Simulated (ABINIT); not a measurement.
An input for ABINIT 10.8.3 (MgO (Fm-3m)):

```
acell 3*1.0 Angstrom
rprim 
  -0.000000000000 2.097001392700 2.097001392700
  2.097001392700 0.000000000000 2.097001392700
  2.097001392700 2.097001392700 0.000000000000
ntypat 2
znucl 12 8
natom 2
typat 1 2
xred 
  0.000000000000 0.000000000000 0.000000000000
  0.500000000000 0.500000000000 0.500000000000
pp_dirpath "pseudos"
pseudos "Mg.upf, O.upf"
ecut 38
ngkpt 6 6 6
nshiftk 1
shiftk 0 0 0
kptopt 1
chksymbreak 0
istwfk *1
occopt 1
irdwfk 1
optdriver 3
nband 163
ecuteps 11.2
inclvkb 2
awtr 1
symchi 1
gwcalctyp 1
nfreqre 0
nfreqim 16
indata_prefix "in"
outdata_prefix "out"
tmpdata_prefix "tmp"
```

```sh
OMP_NUM_THREADS=1 mpirun -n 8 abinit run.abi > log
```

How long will it take on 8 MPI ranks of Intel Xeon Platinum 8488C (Sapphire Rapids), shared host, and how much memory?

It took 3.4 min; on shared hardware allow 1.7 min to 6.7 min. Peak host memory was 1.8 GiB.

[Paths, hosts, dates, memory and timing lines, banners, echoed tables and standing remarks are left out of the program output.]

[Logs are printed without paths, hosts, clocks, repeated set-up lines and the standing remarks that a program may print on its own settings, such as how far it seeks lower states.]

[Runs of the session that timed out or met a known fault of the program may be left out.]

[No measured gap is set beside runs whose start may be inverted or whose files or cutoffs have a known fault.]

[Hosts, paths, dates, database ids (printed as entryN), source tags and the programs' standing remarks are cut or masked in the printed files.]

[G0W0 gaps are taken among the corrected bands and points alone; a level outside them can change the order at an edge.]

[Where Ansatz stands beside ABINIT at settings called matched, ABINIT's density can come from a denser mesh and the files from another edition; pairs whose starting gaps differed by over 0.03 eV were left out, so agreement reads better than it is.]
